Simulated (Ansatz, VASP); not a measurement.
SiO2 in VASP and in Ansatz

```xyz
6
Lattice="-1.7632 1.7632 4.2599 1.7632 -1.7632 4.2599 1.7632 1.7632 -4.2599" Properties=species:S:1:pos:R:3 pbc="T T T"
Si    0.0000    0.0000    0.0000
Si    0.0000    1.7632    2.1300
O     0.0000    1.7632    3.9007
O     0.0000    0.0000    1.7707
O     0.0000    1.7632    0.3592
O     0.0000    0.0000    6.7491
```

Alike in both runs: functional PBE; k mesh 8 × 8 × 8; occupations gaussian, width 0.1 eV; no spin polarisation.

Ansatz relaxed the structure, and its values are those at the end. VASP's run is a single point on that final structure, the one shown.

|  | VASP | Ansatz |
| --- | --- | --- |
| version | VASP 6.6.1 | Ansatz 0.2.0 |
| potentials or method | VASP PAW PBE potentials, release 64 (Si, O) | scalar-relativistic, plane waves, PAW |
| plane-wave cutoff (eV) | 520 | 420 |
| valence electrons in the cell | 32 | 32 |

|  | VASP | Ansatz | Ansatz less VASP |
| --- | --- | --- | --- |
| gap on the k mesh at the Fermi level (eV) | 5.81 | 5.82 | +0.014 |
| least direct gap on the mesh (eV) | 6.44 | 6.45 | +0.016 |
| pressure (GPa) | 0.2 | 0.1 | -0.11 |

The functional is the same, so the differences come from potentials, cutoffs and numerics.

A k mesh can miss the band edges.
